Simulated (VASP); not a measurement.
Here is a VASP 6.6.1 calculation.

Contents of INCAR:

```
  PREC = Accurate
  ENCUT = 450
  EDIFF = 1E-7
  ISMEAR = 0
  SIGMA = 0.02
  LREAL = F
  LASPH = T
  NELM = 60
  ALGO = Fast
  ISIF = 2
  LWAVE = F
  LCHARG = T
  GGA = PE
  LELF = T
  LVHAR = T
  NBANDS = 11
```

The input KPOINTS:

```
Automatic mesh
0
Gamma
  6 6 4
```

File POSCAR:

```
BN
1.0
    2.5080409239      0.0000000000      0.0000000000
   -1.2467107647      2.1762310413      0.0000000000
   -0.6306650796     -1.0881155206      3.0225400000
N B
1 1
Direct
    0.6685060000      0.3323850000      0.9849990000
    0.9796430000      0.9834990000      0.0018060000
```

Potentials or basis: VASP PAW PBE potentials, release 64 (N_GW, B_GW).

Command:

```sh
$ cat potpaw_PBE.64/N_GW/POTCAR potpaw_PBE.64/B_GW/POTCAR > POTCAR
$ mpirun -np 1 vasp_std > vasp.out
```

Question: Estimate the largest force.

Answer: 2.699 eV/Å.

Question: Estimate the band gap on the k mesh.

Answer: 3.00 eV, indirect (least direct gap 4.52 eV).

Forces on the atoms (eV/Å):
```
N   -1.641 -2.059  0.594
B    1.641  2.059 -0.594
```

Caveat: the k mesh is coarse (spacing up to 0.52 Å⁻¹), so the values aren't converged; forces of over 1 eV/Å show positions far from the minimum, so gaps and moduli don't describe the material at rest. PBE gaps usually lie below the measured ones, often by a third to a half.
